How wide is the band gap of cubic boron nitride, and when a calculation gets it wrong, does the fault lie with the density functional or with the sampling of the bands? The table holds the crystal fixed and changes only the functional, so no difference between two gaps can come from a change of volume. Both faults are present. They have opposite signs, and each leaves its own mark in the numbers.

Ansatz 0.2.0, plane-wave DFT with PAW potentials for cubic BN (2-atom cell, conventional edge 3.615 Å), with the same cell and atomic positions for every functional. Cutoffs are 571.44 eV for the wavefunctions and 2285.8 eV for the density, with a Γ-centred 7×7×7 k mesh, fixed occupations, no spin polarization and no dispersion correction. Pressure is positive in compression.

| functional | pressure (GPa) | gap on mesh (eV) |
| --- | --- | --- |
| PBE | 3.070 | 4.722 |
| PBEsol | -2.900 | 4.546 |
| revPBE | 7.560 | 4.744 |
| RPBE | 8.960 | 4.756 |
| r2SCAN | -1.720 | 5.260 |

The gap on mesh is the energy from the highest filled to the lowest empty level among the sampled wave vectors. The pressure is positive where the functional would let the cell expand and negative where it would shrink it. The rows PBEsol, RPBE and r2SCAN carry the argument.

### A conduction minimum that the mesh steps over

With PBEsol the gap on mesh is 4.55 eV, while the direct gap at Γ, the centre of the Brillouin zone, is 8.77 eV. The gap is therefore indirect: the top of the valence band and the bottom of the conduction band lie at different wave vectors. The valence top sits at Γ, which the mesh contains. The conduction minimum of cubic BN is known to lie at X, on the zone boundary, and a mesh with an odd number of divisions that starts at Γ has no point there. Its last point on the line from Γ lies six sevenths of the way to X.

The band energies show the omission. Along this line the lowest conduction band of PBEsol falls by 1.70 eV over one mesh step and by 1.66 eV over the next, which ends at the last point before X. A band sampled at its minimum would have levelled off, whereas this one is caught on a slope. The lowest sampled level thus lies above the true minimum, and the gap comes out too wide. The mesh is the same for each functional, so this holds for every row.

The size of the error can be estimated from the symmetry of the band. Time reversal and the periodicity of the reciprocal lattice make the energies equal at the same distance before and beyond X, so close to X a band that touches no other there is a parabola:

$$E(q) = E_X + a\,q^2$$

Here $E_X$ is the energy at X, $a$ measures the curvature, and $q$ is the distance from X in sevenths of the line Γ–X. The last two mesh points lie at $q=3$ and $q=1$, and their energies differ by $9a - a = 8a = 1.657$ eV. This gives $a = 0.207$ eV, which is also the fall that remains between the last point and X. The PBEsol gap then shrinks from 4.546 to about 4.34 eV.

The parabola is drawn through two band energies of the same calculation, and the next point, at $q=5$, tests it. Between $q=5$ and $q=3$ it demands a fall of $16a$, or 3.3 eV, where the calculation gives 1.70 eV. The band evidently bends most strongly near X and straightens farther out. The estimate of 0.2 eV is therefore rough, and probably somewhat low.

The same construction for RPBE also gives a fall of 0.20 eV. The two corrected gaps still differ by 0.21 eV, as the uncorrected ones do, so an error that spoils either gap nearly cancels in their difference. The gaps of PBE, revPBE and RPBE span only 0.03 eV, far less than the mesh error itself, so their order rests on this cancellation. The estimated falls for PBEsol and RPBE differ by only about 0.005 eV. The order therefore probably survives, though the estimate was not made for PBE and revPBE. The printed output below lists these differences and both estimates.

Silicon, on the same kind of mesh, would hardly show the fault. Its two atoms are alike, and symmetry makes the two lowest conduction bands meet at X. The lower one then has its minimum short of X, roughly 85 % of the way from Γ, very near a point of this mesh. In BN the two atoms differ, which pushes the two bands apart and leaves the minimum at X itself. An even mesh through Γ, or a band calculation along the line Γ–X, includes that point.

### A gap that stays too narrow

The second fault appears beside experiment. The measured gap of cubic BN is, as a rough recalled value, 6 eV or more. On the mesh each of the four gradient functionals (PBE, PBEsol, revPBE and RPBE) falls short of 6 eV by more than 1.2 eV, and r2SCAN by about 0.7 eV. Including X makes matters worse: for PBEsol the shortfall grows from about 1.5 to about 1.7 eV. The coarse mesh thus hides part of the functional's error, and a better mesh moves the result away from experiment.

Atomic vibrations, which these static calculations leave out, do not explain the shortfall. Zero-point motion narrows the gap of such a light, stiff crystal, so the gap of the motionless lattice should lie above the measured one.

The accepted explanation lies in what a gap is. The measured gap is the cost of taking an electron out of the crystal less the energy gained by adding one elsewhere. In exact Kohn–Sham theory the potential jumps by a constant when an electron is added across the gap, and this jump is part of the measured gap but not of the difference between band energies. A gradient functional builds its potential from the local density and its derivatives. An added electron spread over the whole crystal hardly changes these, so the potential does not jump.

### Why a better pressure does not bring a better gap

It is tempting to look for a cure in another gradient functional, and the pressure shows how different these functionals are. From PBEsol to RPBE it rises from −2.9 to 9.0 GPa: one functional would contract the cell and the other would expand it. The gap widens by only 0.21 eV over the same change.

The pressure responds because these functionals differ in how much exchange energy they grant to a density that varies rapidly in space. When the crystal expands, the density between the atoms thins out and becomes more uneven. A functional that rewards unevenness more strongly gains more from expansion and so pushes outward. At the gradients that matter in a solid this reward is weakest in PBEsol and grows through PBE and revPBE to RPBE, which is the order of the pressures. The agreement supports the explanation, although the functionals also differ in other details.

The sign of the pressure needs care when it is used to judge a functional. The cell is close to the measured one, and in the real crystal vibrations push outward with a pressure of the order of a few GPa. A perfect functional without vibrations should therefore give a negative pressure of that order here. By this standard the negative values of PBEsol and r2SCAN are no sign of failure, while the positive ones of PBE, revPBE and RPBE point to a lattice that comes out too large. The effect of the plane-wave cutoff on the pressure is untested, and so is that of the PAW potentials, which appear to have been made for PBE and reused for the other functionals. The difference of about 1 GPa between PBEsol and r2SCAN should therefore not be used to rank them.

These two rows separate the two properties most clearly. Their pressures are close, yet the r2SCAN gap is wider by 0.71 eV, more than three times the change from PBEsol to RPBE. r2SCAN also uses the kinetic energy density, which is built from the orbitals themselves. Its potential therefore contains an operator that acts on the slope of each orbital and not only on its value, and in theory this brings part of the absent jump into the band energies. The table shows the wider gap; that this operator causes it is an argument from theory, since r2SCAN also treats the density differently.

A functional that reproduces the lattice well has earned some trust for the lattice, but that success is no certificate for the gap. PBEsol has an acceptable pressure and the narrowest gap of the five. A wider gap that still falls short, as with r2SCAN, calls for a method with more orbital dependence, such as a hybrid functional, and for a mesh that contains X.

Numerical output:

```
Gap against PBE and against a rough recalled 6 eV:
     row  pressure (GPa)  gap on mesh (eV)  gap less PBE gap (eV)  shortfall from 6 eV (eV)
     PBE            3.07             4.722                      0                     1.278
  PBEsol            -2.9             4.546                 -0.176                     1.454
  revPBE            7.56             4.744                  0.022                     1.256
    RPBE            8.96             4.756                  0.034                     1.244
  r2SCAN           -1.72              5.26                  0.538                      0.74
Pressure, RPBE less PBEsol (GPa): 11.86
Gap, RPBE less PBEsol (eV): 0.21
Pressure, r2SCAN less PBEsol (GPa): 1.18
Gap, r2SCAN less PBEsol (eV): 0.714
Gap spread of PBE, revPBE and RPBE (eV): 0.034
PBEsol conduction edge, fall from 2/7 to 4/7 of the way to X (eV): 1.703
PBEsol conduction edge, fall from 4/7 to 6/7 of the way to X (eV): 1.657
Estimated further fall to X, PBEsol (eV): 0.2072
Estimated further fall to X, RPBE (eV): 0.2026
Estimated gap with X included, PBEsol (eV): 4.339
Estimated gap with X included, RPBE (eV): 4.553
Difference of these two estimated gaps, RPBE less PBEsol (eV): 0.2146
Direct gap at Gamma, PBEsol (eV): 8.769
```
